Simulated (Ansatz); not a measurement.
MoS2:

```
Mo S
1.0
     3.16900    0.00000    0.00000
    -1.58450    2.74443    0.00000
     0.00000    0.00000   12.32400
Mo S
2 4
Direct
  0.66667 0.33333 0.75000
  0.33333 0.66667 0.25000
  0.66667 0.33333 0.37700
  0.33333 0.66667 0.87700
  0.66667 0.33333 0.12300
  0.33333 0.66667 0.62300
```

| Quantity | Value |
| --- | --- |
| Program | Ansatz 0.2.0 |
| Task | single point |
| Functional | PBEsol |
| Potentials or basis | all-electron LAPW, scalar-relativistic |
| Cutoff | 261 eV (chosen from the basis error) |
| Basis error allowed | 0.001 eV/atom |
| k mesh | 10 × 10 × 3 |
| Occupations | fermi-dirac, width 0.05 eV |
| Spin | no spin polarisation |

On this cell: pressure -2.9 GPa; largest force 0.313 eV/Å; band gap on the k mesh 0.89 eV, indirect (least direct gap 1.87 eV).

The same run follows on a disturbed copy (atoms moved at random, drawn with an rms of 0.05 Å):

```
Mo S
1.0
     3.16900    0.00000    0.00000
    -1.58450    2.74443    0.00000
     0.00000    0.00000   12.32400
Mo S
2 4
Direct
  0.68274 0.33982 0.75201
  0.33925 0.65234 0.25137
  0.66681 0.34133 0.37882
  0.32838 0.64731 0.87916
  0.67197 0.34127 0.12367
  0.34598 0.67013 0.62281
```

**Question.** What changes?

**Answer.** The energy moves by +17.5 meV/atom; pressure -3.7 GPa; largest force 1.479 eV/Å; band gap on the k mesh 0.86 eV, indirect (least direct gap 1.74 eV).

Forces on the atoms (eV/Å):
```
Mo  -0.324 -0.750 -0.412
Mo  -0.897  1.174 -0.062
S    0.533 -0.593 -0.347
S    0.263  0.643 -0.337
S    0.368 -0.581  0.408
S    0.057  0.106  0.749
```

Stress tensor (GPa, compression positive):
```
-2.79 -0.25  0.83
-0.25 -4.55  1.17
 0.83  1.17 -3.69
```

Caveats: an odd mesh through Γ misses points on the zone boundary, where band edges often lie; this functional lacks dispersion, which binds the layers, so the pressure and a relaxed spacing across them are unreliable (some runs).
